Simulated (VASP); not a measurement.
# KCl (Sylvite): single point with PBEsol

Crystal: KCl (Sylvite).

```
K Cl
1.0
     0.00000    3.14647    3.14647
     3.14647    0.00000    3.14647
     3.14647    3.14647    0.00000
K Cl
1 1
Direct
  0.00000 0.00000 0.00000
  0.50000 0.50000 0.50000
```

```
Program             : VASP 6.6.1
Task                : single point
Functional          : PBEsol
Potentials or basis : VASP PAW PBE potentials, release 64 (K_pv, Cl)
Cutoff              : 500 eV
k mesh              : 7 × 7 × 7
Occupations         : gaussian, width 0.1 eV
Spin                : no spin polarisation
```

* Pressure: 0.0 GPa
* Band gap on the k mesh: 5.01 eV, direct

Levels at points of the mesh, in eV from the valence-band top:
```csv
k point,band 3,band 4,band 5,band 6,band 7,band 8,band 9,band 10,band 11,band 12
"(0.00, 0.00, 0.00)",-10.55,-10.55,0.00,0.00,0.00,5.01,8.30,8.30,8.30,9.21
```

It took 11 s on 1 thread of Intel(R) Xeon(R) Platinum 8488C (Sapphire Rapids), on a shared host, peak memory 0.18 GiB.

The gap isn't set beside the measured one, since this odd mesh misses points on the zone boundary.

Caveat: the PAW data sets were made with another functional, which shifts forces and pressure a little; an odd mesh through Γ misses points on the zone boundary, where band edges often lie.
